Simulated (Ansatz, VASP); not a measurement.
## InGa26N27 (In_Ga): VASP beside Ansatz

Wanted: the spread between two codes on one cell, functional and k mesh. The cell is taken from a series of runs on this material, whose earlier steps may have relaxed, scaled, displaced or heated it; both programs get it as it stands.

Calculated with Ansatz 0.2.0; plane waves, with VASP 6.6.1 beside it; single point at r2SCAN.

### Step 1. The starting structure

The cell holds 54 atoms: 26 Ga, 27 N and 1 In. Cell: a = 9.542 Å, b = 9.542 Å, c = 9.542 Å, α = 60.0°, β = 60.0°, γ = 60.0°. It derives from GaN (GaN (F-43m)). Nearest the centre at fractional (0.333, 0.667, 0.667): In54 at 0.01 Å, N44 at 2.09 Å, N35 at 2.10 Å, N43 at 2.10 Å, N41 at 2.11 Å, Ga12 at 3.19 Å, Ga3 at 3.20 Å, Ga16 at 3.20 Å. The cell carries charge −1.

As a file:

```cif
data_structure
_symmetry_space_group_name_H-M 'P 1'
_symmetry_Int_Tables_number 1
_cell_length_a 9.5421
_cell_length_b 9.5421
_cell_length_c 9.5421
_cell_angle_alpha 60.000
_cell_angle_beta 60.000
_cell_angle_gamma 60.000
_cell_volume 614.35
loop_
_atom_site_label
_atom_site_type_symbol
_atom_site_fract_x
_atom_site_fract_y
_atom_site_fract_z
_atom_site_occupancy
Ga1 Ga 0.00040 0.99856 0.99963 1
Ga2 Ga 0.00040 0.99858 0.33297 1
Ga3 Ga 0.99764 0.00104 0.66643 1
Ga4 Ga 0.00040 0.33190 0.99965 1
Ga5 Ga 0.00037 0.33187 0.33295 1
Ga6 Ga 0.00036 0.33186 0.66642 1
Ga7 Ga 0.99762 0.66537 0.00213 1
Ga8 Ga 0.00035 0.66535 0.33294 1
Ga9 Ga 0.99767 0.66535 0.66641 1
Ga10 Ga 0.33407 0.99845 0.99951 1
Ga11 Ga 0.33386 0.00105 0.33020 1
Ga12 Ga 0.33388 0.00106 0.66645 1
Ga13 Ga 0.33386 0.32911 0.00213 1
Ga14 Ga 0.33385 0.33186 0.33294 1
Ga15 Ga 0.33384 0.32917 0.66642 1
Ga16 Ga 0.33388 0.66538 0.00215 1
Ga17 Ga 0.33384 0.66535 0.33025 1
Ga18 Ga 0.66692 0.99843 0.99948 1
Ga19 Ga 0.66706 0.99857 0.33297 1
Ga20 Ga 0.66695 0.99845 0.66664 1
Ga21 Ga 0.66706 0.33190 0.99963 1
Ga22 Ga 0.66707 0.33191 0.33297 1
Ga23 Ga 0.66955 0.32913 0.66643 1
Ga24 Ga 0.66695 0.66558 0.99951 1
Ga25 Ga 0.66955 0.66538 0.33019 1
Ga26 Ga 0.66957 0.66539 0.66645 1
N27 N 0.08396 0.08184 0.08291 1
N28 N 0.08373 0.08202 0.41630 1
N29 N 0.08372 0.08203 0.74957 1
N30 N 0.08372 0.41522 0.08311 1
N31 N 0.08374 0.41525 0.41632 1
N32 N 0.08371 0.41521 0.74958 1
N33 N 0.08371 0.74850 0.08311 1
N34 N 0.08371 0.74852 0.41629 1
N35 N 0.06409 0.75512 0.75621 1
N36 N 0.41740 0.08157 0.08265 1
N37 N 0.41700 0.08203 0.41629 1
N38 N 0.41741 0.08159 0.74998 1
N39 N 0.41700 0.41521 0.08311 1
N40 N 0.41701 0.41522 0.41629 1
N41 N 0.42363 0.39559 0.75621 1
N42 N 0.41741 0.74891 0.08267 1
N43 N 0.42363 0.75513 0.39665 1
N44 N 0.42360 0.75508 0.75618 1
N45 N 0.75031 0.08181 0.08287 1
N46 N 0.75034 0.08185 0.41652 1
N47 N 0.75009 0.08158 0.74996 1
N48 N 0.75034 0.41546 0.08291 1
N49 N 0.75052 0.41524 0.41630 1
N50 N 0.75053 0.41522 0.74956 1
N51 N 0.75007 0.74890 0.08265 1
N52 N 0.75052 0.74851 0.41629 1
N53 N 0.75009 0.74892 0.74998 1
In54 In 0.33371 0.66522 0.66627 1
```

### Step 2. Ansatz: single point, r2SCAN

Ansatz runs on its PAW soft_1 files.

With cell and atoms fixed, the geometry can't cause a difference; cores, projectors, grids and the points listed under the comparison can.

input.yaml

```yaml
crystal:
  checkpoint: "../qm1_M1.relax.run"
  host: checkpoint
total_charge: -1
basis:
  ecutwfc: 500
  xc_grid: 2
hamiltonian:
  xc: r2scan
  pseudopotentials: { kind: paw, azcp: { folder: soft_1 } }
kpoints:
  mp_grid: { grid: [2, 2, 2], shift: [0.5, 0.5, 0.5] }
magnetization:
  spin_polarized: true
  initial_magnetization: 1
  spin_locking: { lock_magnetization: hard }
scf:
  occupations: { method: fixed }
  max_iter: 100
output:
  forces: true
  eigenvalues: true
  charged_corrections:
    epsilon: 6.0
    static_epsilon: 10.56
    defect_position: [0.333333, 0.666667, 0.666667]
  eigenstates: { localisation: true }
  populations: true
  efg: {}
  band_densities: [{ bands: [v1, v1] }, { bands: [c1, c1] }]
  write_density: true
  write_potential: true
  volumetric_format: npy
checkpoint:
  read: "../qm1_M1.relax.run"
  write: "../qm1_M1.point.run"
  compress: false
  write_wavefunctions: false
  write_every: 100000
```

The run is started by

```console
$ ansatz run input.yaml --threads 4 --pin off --max-ram 7536MiB --backend cpu --events-out ev --progress --plain --runs-dir out
```

Numbers of over 12 decimals in the logs are rounded to 6 here.

Log:

```text
Warning: This run holds its total moment fixed (magnetization.spin_locking.lock_magnetization: hard) and mixes its density by anderson or broyden (scf.mixing.algorithm, typed or taken by auto). Slabs with a fixed moment have converged under broyden above another state at the same moment, at the default mixing steps and at smaller ones, and under scf.lower_state_search: standard, light or off a state that such a mixer [...]
crystal.checkpoint: the structure is that of <dir>, a `relax` run, at its step 5: its result, under r2scan at a charge of -1 e; 54 atoms read, 0 with a starting moment; crystal.structure_sha256 for this input is
In: output.efg is read without spin–orbit coupling, which moves field gradients at and beside such atoms by some per cent and up to a factor of two; PAW files take it under magnetization.noncollinear and magnetization.spin_orbit
Engine: ansatz 0.2.0, aarch64-unknown-linux-gnu
Pseudopotentials: kind: paw
Pseudopotential: Ga, paw, valence charge 13, recommended cutoff 500 eV (meta_gga), soft_1/Ga.paw.azcp
Pseudopotential: N, paw, valence charge 5, recommended cutoff 500 eV (meta_gga), soft_1/N.paw.azcp
Pseudopotential: In, paw, valence charge 13, recommended cutoff 500 eV (meta_gga), soft_1/In.paw.azcp
Functional definition: r2SCAN
  parameter k0 = 0.174
  parameter k1 = 0.065
  parameter a1 = 4.9479
  exchange = r2scan_x(k0 = k0, k1 = k1, a1 = a1)
  correlation = r2scan_c
Crystal: 54 atoms, lattice volume = 614.353 Å³
Basis set: ecut = 500 eV, 15593 PW (Γ), exchange–correlation on 144×144×144 points (8 copies of the dense FFT grid, shifted against one another)
Bands: 298, of which v1, the nominal top of the filled ones, is band 244 counted from 1 (243 counted from 0)
Symmetry: 1 space group operations
Space group: P1 (ITA 1), of the structure as read, at distance tolerance 8.5e-5 Å
Magnetic group: BNS 1.1 (UNI 1), of the structure as read, at distance tolerance 8.5e-5 Å
k-points: 4 of 8 (time reversal used)
Non-local potential: Ga, projectors of the file, l = 0: 2, l = 1: 2, l = 2: 3, l = 3: 1
Non-local potential: N, projectors of the file, l = 0: 2, l = 1: 2, l = 2: 1
Non-local potential: In, projectors of the file, l = 0: 2, l = 1: 2, l = 2: 2, l = 3: 1
PAW form: soft (Blöchl's): semilocal exchange-correlation on the pseudo side does not see the compensation charge
PAW frozen core: Ga, regenerated for the run's functional (the file was generated under x = pbe(κ = 0.804, μ = 0.219515), c = pbe(β = 0.066725))
PAW frozen core: N, regenerated for the run's functional (the file was generated under x = pbe(κ = 0.804, μ = 0.219515), c = pbe(β = 0.066725))
PAW frozen core: In, regenerated for the run's functional (the file was generated under x = pbe(κ = 0.804, μ = 0.219515), c = pbe(β = 0.066725))
PAW one-centre angular grid: Ga, 590 points (default); XC on 160 Gauss nodes
PAW one-centre angular grid: N, 302 points (default); XC on 160 Gauss nodes
PAW one-centre angular grid: In, 590 points (default); XC on 160 Gauss nodes
Initial density: read from a saved state, or passed on in memory by an earlier SCF of this step, an earlier step, the calling program or the single point that the run made first
Stability of the state it starts from, as read at its close in the collinear treatment: not read, because the mixer in use, unlike msr1, does not test its closes by its own steps (another_mixer); its run was given moments
Starting moments: Σ|m| = 1 μB on 54 of 54 sites; this step starts from the density that it was given
Initial wavefunctions: those read from a saved state, or passed on in memory by an earlier step or the calling program
Functional: x = r2scan, c = r2scan; τ floored in thin density (d = 2e-4 eV/Å³)
SCF iter   1: F=—  HF=-114568.971857 eV  |F-HF|=—  |Δ(HF+E_count)|=         —  Δρ=8.47e-7 (↑8.39e-7 ↓8.47e-7)  dr2=1.74e-8  dr2_τ=7.70e-11  dr2_m=7.49e-12  M=1.000 μB ∫|m|=1.083 μB  β_m=1.20  ethr=1.13e-11  ⟨swp⟩=3.0  Hψ=5876  notcnv=0
preconditioner: auto → Resta (q_TF=auto, 2.625 Å⁻¹)  ε∞=4.6  [insulator: Δε(μ)=0.340 eV  Ē_g=17.513 eV  n_scr=168 (ndim 8)  ℏωp=33.1 eV  f_vac=0.001  ε∞_Penn≈4.6]
spin=Collinear: Resta preconditioning applied to the charge; magnetization (m = ρ↑ − ρ↓) channel mixes plain (no charge-response kernel on spin).
[...]
k-point 2 ↑: bands = [... 240 lower, 9.1597, 9.2866, 9.4088, 13.3583, 13.6987, 13.9339, 14.4349, 14.6533, ... 50 higher]
  k-point 3 ↓: bands = [... 240 lower, 9.2007, 9.3223, 9.4520, 13.4424, 13.7607, 14.0130, 14.5156, 14.7185, ... 50 higher]
--- Löwdin populations: 54 sites ---
  site symbol       q [e]    m [muB]
     0     Ga     12.1876     0.0131
     1      N      5.8178     0.0224
     2     Ga     12.1878     0.0136
     3      N      5.8185     0.0232
     4     Ga     12.1905     0.0132
     5      N      5.8185     0.0234
     6     Ga     12.1878     0.0136
     7      N      5.8185     0.0232
     8     Ga     12.1905     0.0142
     9      N      5.8163     0.0188
    10     Ga     12.1900     0.0136
    11      N      5.8184     0.0232
    12     Ga     12.1905     0.0132
    13      N      5.8185     0.0234
    14     Ga     12.1900     0.0136
    15      N      5.8184     0.0232
    16     Ga     12.1901     0.0130
    17      N      5.8499     0.0317
    18     Ga     12.1789     0.0107
    19      N      5.8210     0.0183
    20     Ga     12.1905     0.0132
    21      N      5.8185     0.0234
    22     Ga     12.1899     0.0126
    23      N      5.8210     0.0183
[...]
46     Ga     12.1905     0.0132
    47      N      5.8185     0.0234
    48     Ga     12.1789     0.0107
    49      N      5.8210     0.0183
    50     Ga     12.1905     0.0132
    51      N      5.8185     0.0234
    52     Ga     12.1898     0.0125
    53      N      5.8210     0.0183
  spilling = 0.001737 (of n_electrons = 487.000000)
--- Band densities, each state counted as filled ---
  window                                       electrons  max residual (eV)  cut levels
  bands: [v1, v1]                    1.000000 + 1.000000             1.7e-5           0
  bands: [c1, c1]                    1.000000 + 1.000000             2.7e-5           0
```

### Step 3. VASP: single point, r2SCAN

The same cell, functional and mesh now go to VASP, with its own data sets.

Lines of VASP's logs that name or quote its potential files are left out, and so is its time.

INCAR

```
SYSTEM = InGa26N27
PREC = Accurate
ENCUT = 580
EDIFF = 1E-06
NELM = 200
ISMEAR = 0
SIGMA = 0.01
LREAL = Auto
ALGO = Normal
METAGGA = R2SCAN
LASPH = .TRUE.
NELECT = 487
NBANDS = 282
ISPIN = 2
MAGMOM = 0 0 0 0 0 0 0 0 0 0 0 0 0 0 0 0 0 0 0 0 0 0 0 0 0 0 0.02 0.02 0.02 0.02 0.02 0.02 0.02 0.02 0.03 0.02 0.02 0.02 0.02 0.02 0.03 0.02 0.03 0.02 0.02 0.02 0.02 0.02 0.02 0.02 0.02 0.02 0.02 0
LORBIT = 11
LWAVE = .FALSE.
LCHARG = .FALSE.
ISIF = 2
ISYM = 0
NUPDOWN = 1
GGA_COMPAT = .FALSE.
LMIXTAU = .TRUE.
```

POSCAR

```
InGa26N27
1.0
    0.0000000000      6.7472908298      6.7472908298
    6.7472908298      0.0000000000      6.7472908298
    6.7472908298      6.7472908298      0.0000000000
Ga N In
26 27 1
Direct
    0.0004023958      0.9985576451      0.9996275956
    0.0003968475      0.9985784194      0.3329677024
    0.9976386419      0.0010436582      0.6664299286
    0.0003980012      0.3318980413      0.9996461251
    0.0003658118      0.3318683041      0.3329501272
    0.0003609666      0.3318560508      0.6664176369
    0.9976201520      0.6653650852      0.0021280452
    0.0003535852      0.6653498604      0.3329380223
    0.9976710670      0.6653473085      0.6664142863
    0.3340728904      0.9984491095      0.9995129544
    0.3338620061      0.0010474657      0.3302035129
    0.3338842541      0.0010625819      0.6664473022
    0.3338645054      0.3291108172      0.0021314807
    0.3338453047      0.3318561357      0.3329377083
    0.3338441494      0.3291703331      0.6664165268
    0.3338800622      0.6653819956      0.0021484806
    0.3338408478      0.6653509929      0.3302452939
    0.6669246977      0.9984281980      0.9994848463
    0.6670582136      0.9985665442      0.3329651382
    0.6669471604      0.9984532144      0.6666376461
    0.6670590506      0.3319027881      0.9996260000
    0.6670699656      0.3319065855      0.3329687991
    0.6695522537      0.3291282619      0.6664298707
    0.6669483266      0.6655763583      0.9995136718
    0.6695481258      0.6653752184      0.3301932171
    0.6695736034      0.6653878219      0.6664458508
    0.0839554798      0.0818400450      0.0829103930
    0.0837307670      0.0820249988      0.4163015421
    0.0837184141      0.0820299103      0.7495675431
    0.0837226153      0.4152220381      0.0831113316
    0.0837434468      0.4152477173      0.4163195702
    0.0837083383      0.4152117407      0.7495840665
    0.0837093696      0.7484995632      0.0831117508
    0.0837118404      0.7485169472      0.4162877614
    0.0640906457      0.7551175871      0.7562096117
    0.4173954388      0.0815672586      0.0826546188
    0.4169969298      0.0820261118      0.4162878893
    0.4174095602      0.0815940401      0.7499772024
    0.4169973040      0.4152093555      0.0831108783
    0.4170061592      0.4152192538      0.4162885077
    0.4236257865      0.3955902113      0.7562080552
    0.4174093624      0.7489126435      0.0826695840
    0.4236324055      0.7551290298      0.3966544855
    0.4235989718      0.7550806754      0.7561771682
    0.7503095544      0.0818120431      0.0828739828
    0.7503378969      0.0818485561      0.4165201626
    0.7500854081      0.0815776651      0.7499572203
    0.7503379934      0.4154602992      0.0829101074
    0.7505204546      0.4152410702      0.4162988377
    0.7505332751      0.4152187377      0.7495644356
    0.7500736419      0.7489007567      0.0826467872
    0.7505210245      0.7485069311      0.4162878319
    0.7500944453      0.7489167646      0.7499785364
    0.3337095942      0.6652204318      0.6662669750
```

KPOINTS

```
Points of the shifted mesh
8
Reciprocal
 0.2500000000  0.2500000000  0.2500000000 1
 0.2500000000  0.2500000000  0.7500000000 1
 0.2500000000  0.7500000000  0.2500000000 1
 0.2500000000  0.7500000000  0.7500000000 1
 0.7500000000  0.2500000000  0.2500000000 1
 0.7500000000  0.2500000000  0.7500000000 1
 0.7500000000  0.7500000000  0.2500000000 1
 0.7500000000  0.7500000000  0.7500000000 1
```

Potentials, in the order of the species: Ga_d, N and In_d (PBE family, release 64).

The run is started by

```console
$ export OMP_NUM_THREADS=3
$ mpirun -np 1 vasp_std
```

Log:

```text
[banner, memory and clock lines left out]
running    1 mpi-ranks, on    1 nodes
[...]
Offloading initialized ...    1 GPUs detected
[...]
|                                                                             |
|               ----> ADVICE to this user running VASP <----                  |
|                                                                             |
|     You enforced a specific xc type in the INCAR file but a different       |
|     [... a line on the potential file left out ...]
|     I HOPE YOU KNOW WHAT YOU ARE DOING!                                     |
|                                                                             |

 LDA part: xc-table for (None), standard interpolation
 POSCAR, INCAR and KPOINTS ok, starting setup
[...]
entering main loop
       N       E                     dE             d eps       ncg     rms          rms(c)
DAV:   1     0.979878082125E+04    0.97988E+04   -0.18867E+05  9256   0.353E+03
DAV:   2     0.201687613944E+04   -0.77819E+04   -0.74203E+04  9024   0.104E+03
DAV:   3    -0.314290418079E+03   -0.23312E+04   -0.22004E+04 10568   0.362E+02
DAV:   4    -0.681166907611E+03   -0.36688E+03   -0.35485E+03 10064   0.141E+02
DAV:   5    -0.728019496205E+03   -0.46853E+02   -0.46412E+02 15136   0.498E+01BRMIX: very serious problems
 the old and the new charge density differ
 old charge density:   486.00000 new  487.00000
    0.399E+01
DAV:   6    -0.586987761455E+03    0.14103E+03   -0.15883E+02 14008   0.642E+01    0.150E+01
DAV:   7    -0.591552832603E+03   -0.45651E+01   -0.49801E+01 10192   0.156E+01    0.101E+01
DAV:   8    -0.591807183397E+03   -0.25435E+00   -0.39074E+00 10856   0.188E+01    0.407E+00
DAV:   9    -0.591921323619E+03   -0.11414E+00   -0.12853E+00 10872   0.958E+00    0.148E+00
[...]
DAV:  24    -0.591919820614E+03    0.24852E-05   -0.46176E-07  5376   0.168E-02    0.412E-03
DAV:  25    -0.591919821914E+03   -0.12995E-05   -0.11050E-06  5376   0.861E-03    0.835E-04
DAV:  26    -0.591919821935E+03   -0.21031E-07   -0.85961E-07  5376   0.285E-03
   1 F= -.59191982E+03 E0= -.59191982E+03  d E =-.261951E-19  mag=     1.0000
```

Parts of OUTCAR (step 3):

```text
  FREE ENERGIE OF THE ION-ELECTRON SYSTEM (eV)
  ---------------------------------------------------
  free  energy   TOTEN  =      -591.9198219349 eV

  energy  without entropy=     -591.9198219349  energy(sigma->0) =     -591.91982193

 magnetization (x)
# of ion       s       p       d       tot
------------------------------------------
    1        0.006   0.000  -0.000   0.006
    2        0.006   0.001  -0.000   0.006
    3        0.006   0.000  -0.000   0.006
    4        0.006   0.001  -0.000   0.006
    5        0.007   0.001  -0.000   0.007
    6        0.007   0.000  -0.000   0.007
    7        0.006   0.000  -0.000   0.006
    8        0.007   0.000  -0.000   0.007
    9        0.006   0.000  -0.000   0.006
   10        0.005  -0.000  -0.000   0.005
   11        0.006   0.000  -0.000   0.006
   12        0.006   0.000  -0.000   0.005
   13        0.006   0.000  -0.000   0.006
[...]
--------------------------------------------------
tot          0.410   0.278  -0.008   0.681

[... 1 further part left out ...]
```

The run ends at a pressure of 7.89 GPa, with forces up to 0.035 eV/Å.

### Step 4. Differences

Known differences besides the potentials themselves: VASP starts from the moments at which Ansatz ended; VASP keeps PBE cores, Ansatz makes them for the functional; fixed occupations in Ansatz, narrow Gaussian smearing in VASP; the cutoff is 500 eV in Ansatz and 580 eV in VASP (PREC = Accurate, projectors in real space). Total energies have different zeros and are not compared.

The two programs side by side:

```
                             quantity  Ansatz  VASP  difference
total moment, fixed by the input (μB)    1.00  1.00        0.00
```

At this near-relaxed geometry the largest component of a force difference is 21 meV/Å. The cell carries a charge of -1 e against a uniform background, so its pressure also hangs on how the neutralising background is counted, and in a defect's cell a gap may be the spacing between its levels.

### Step 5. Summary of results

```
difference in total moment, fixed by the input (single point, r2SCAN) : 0 μB
r.m.s. force difference (single point, r2SCAN)                        : 7.5 meV/Å
```

**Reading.** The r.m.s. force difference is 7.5 meV/Å (single point, r2SCAN), within the 12 meV/Å picked in this series as the mark of a large difference. Such differences can come from data sets, numerical settings and the points named under the comparisons, not from the functional's error against experiment.

[Lines on the potential files, build, host, timing and source positions are cut from VASP's logs without a mark.]

[Logs are printed without paths, hosts, clocks, repeated set-up lines and the standing remarks that a program may print on its own settings, such as how far it seeks lower states.]

[Hosts, paths, dates, database ids (printed as entryN), source tags and the programs' standing remarks are cut or masked in the printed files.]
